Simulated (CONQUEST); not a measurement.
**BN under changes of volume**

One of the cells (5.959 Å³/atom); the others are scaled copies at fixed shape and fractional positions:

```
N B
1.0
     2.56397    0.00000    0.00000
     0.00000    2.56397    0.00000
     0.00000    0.00000    3.62600
N B
2 2
Cartesian
  0.0000 1.2820 2.7195
  1.2820 0.0000 0.9065
  0.0000 0.0000 0.0000
  1.2820 1.2820 1.8130
```

The cell is a database's computed one.

| Property | Result |
| --- | --- |
| Program | CONQUEST 1.3 |
| Functional | PBE |
| Potentials or basis | PseudoDojo NC PBE, DZP, grid of 32 × 32 × 40 points |
| k mesh | 10 × 10 × 7 |
| Occupations | fermi-dirac, width 0.05 eV |
| Spin | no spin polarisation |

| volume (Å³/atom) | energy over the lowest point (meV/atom) | pressure (GPa) | gap on the mesh (eV) |
| --- | --- | --- | --- |
| 5.602 | 29.17 | 27.0 | 4.61 |
| 5.721 | 12.77 | 17.3 | 4.59 |
| 5.840 | ? | ? | ? |
| 5.959 | 0.00 | 0.6 | 4.53 |
| 6.198 | 8.78 | -12.6 | 4.48 |
| 6.317 | 20.40 | -18.5 | 4.46 |

Q: What does the run at 5.840 Å³/atom give?

A: Energy over the lowest point 3.30 meV/atom; pressure 8.5 GPa; gap on the mesh 4.56 eV.

Worked out: A Birch-Murnaghan fit of order 3 (a polynomial in V^(-2/3)) to the other rows has its minimum at 5.97 Å³/atom with B0 = V·E''(V) = 365 GPa and B' = 4.1. It gives 3.34 meV/atom at 5.840 Å³/atom, against the run's 3.30, and -dE/dV = 8.6 GPa, against 8.5. A straight line through the other rows of the gap, of slope -1.29 eV per unit of ln V, gives 4.56 eV, against the run's 4.56.

Energies are extrapolated to zero smearing.

Caveats: an odd mesh through Γ misses points on the zone boundary, where band edges often lie; the basis of atomic orbitals isn't converged, which shifts pressures, moduli and gaps; the real-space grid breaks the cell's symmetry a little.
